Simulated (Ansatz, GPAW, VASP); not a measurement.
One calculation of GaSb, 3 ways

```
CELL_PARAMETERS angstrom
0.00000 3.05900 3.05900
3.05900 0.00000 3.05900
3.05900 3.05900 0.00000
ATOMIC_POSITIONS crystal
Sb 0.75000 0.75000 0.75000
Ga 0.00000 0.00000 0.00000
```

Alike in all runs: task single point; functional PBE; k mesh 8 × 8 × 8; occupations gaussian, width 0.025 eV; no spin polarisation; no spin-orbit coupling. Pressure is positive in compression and, in plane waves, holds the error of the finite cutoff.

| program and potentials | plane-wave cutoff (eV) | notes | band gap (eV) | pressure (GPa) |
| --- | --- | --- | --- | --- |
| VASP, PBE PAW files Ga_d, Sb, 520 eV | 520 | - | 0.04 | 2.39 |
| Ansatz, all-electron LAPW, scalar-relativistic | - | - | 0.04 | 2.31 |
| GPAW, GPAW PAW data sets (gpaw-data 1.2.1) | 600 | - | 0.09 | 2.31 |

The band gap spans 0.04 (VASP, PBE PAW files Ga_d, Sb, 520 eV) to 0.09 eV (GPAW, GPAW PAW data sets (gpaw-data 1.2.1)), with all-electron results at 0.04. The pressure spans 2.31 (Ansatz, all-electron LAPW, scalar-relativistic) to 2.39 GPa (VASP, PBE PAW files Ga_d, Sb, 520 eV), with all-electron results at 2.31. Spin-orbit coupling, left out here, moves the band edges of heavy atoms.

Differences between rows come from potentials, basis sets and numerical settings, since the functional is the same but for its coding. Runs on potential files found faulty are left out.
